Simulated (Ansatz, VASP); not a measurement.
**PbS in VASP and in Ansatz**

The input INCAR:

```
SYSTEM = PbS
ALGO = Normal
EDIFF = 1E-7
EDIFFG = -0.01
ENCUT = 600
GGA = PS
IBRION = 2
ISIF = 3
ISMEAR = -1
IVDW = 12
LASPH = .True.
LCHARG = .False.
LREAL = .False.
LWAVE = .False.
NELM = 60
NSW = 60
PREC = Accurate
SIGMA = 0.05
```

The input KPOINTS:

```
k-points
0
Gamma
  7 7 7
  0 0 0
```

Contents of POSCAR:

```
PbS
1.0
    3.6536590000      0.0000000000      0.0000000000
    0.0000000000      3.6536590000      0.0000000000
    0.0000000000      0.0000000000      3.6536590000
Pb S
1 1
Direct
    0.0000000000      0.0000000000      0.0000000000
    0.5000000000      0.5000000000      0.5000000000
```

Contents of input.yaml:

```yaml
crystal:
  lattice:
    - [3.653659, 0.0, 0.0]
    - [0.0, 3.653659, 0.0]
    - [0.0, 0.0, 3.653659]
  atoms:
    - { symbol: Pb, position: [0.0, 0.0, 0.0] }
    - { symbol: S, position: [0.5, 0.5, 0.5] }
hamiltonian:
  xc: pbesol
  pseudopotentials: { kind: paw }
  dispersion: d3bj
kpoints:
  mp_grid: { grid: [7, 7, 7] }
scf:
  occupations: { method: fermi_dirac, width: 0.05 }
output:
  forces: true
  stress: true
  eigenvalues: true
relax:
  f_tol: 0.01
  max_steps: 40
  cell: { stress_tol: 0.05 }
```

Measurements of this composition are mostly on another form, of space group No. 225.

Alike in both runs: task relaxation of cell and atoms; functional PBEsol; dispersion D3(BJ); k mesh 7 × 7 × 7; occupations fermi-dirac, width 0.05 eV; no spin polarisation.

```csv
,VASP,Ansatz
version,VASP 6.6.1,Ansatz 0.2.0
potentials or method,"VASP PAW PBE potentials, release 64 (Pb_d, S)",Ansatz PAW
plane-wave cutoff (eV),600,420
valence electrons in the cell,20,20
```

|  | VASP | Ansatz | Ansatz less VASP |
| --- | --- | --- | --- |
| gap on the k mesh at the Fermi level, each at its own relaxed structure (eV) | none | none | - |
| relaxed volume (Å³/atom) | 21.89 | 21.89 | +0.006 |
| relaxed cell length with the largest relative difference (Å) | 3.524 | 3.525 | +0.0003 |
| energy change over the relaxation (meV/atom) | -52 | -53 | -0.5 |

A gap of «none» marks a metal or a gap that the smearing closes.

Caveats: pairwise dispersion overbinds metals, which lowers pressure and volume; the PAW data sets were made with another functional, which shifts forces and pressure a little (VASP); the plane-wave basis is chosen anew once the cell has moved, so the energies of steps on either side of that aren't comparable (Ansatz); the PAW data sets come from PBE, with cores solved anew for the run's functional, which leaves a small shift of forces and pressure (Ansatz). Spin-orbit coupling is left out, which matters for the levels of Pb.
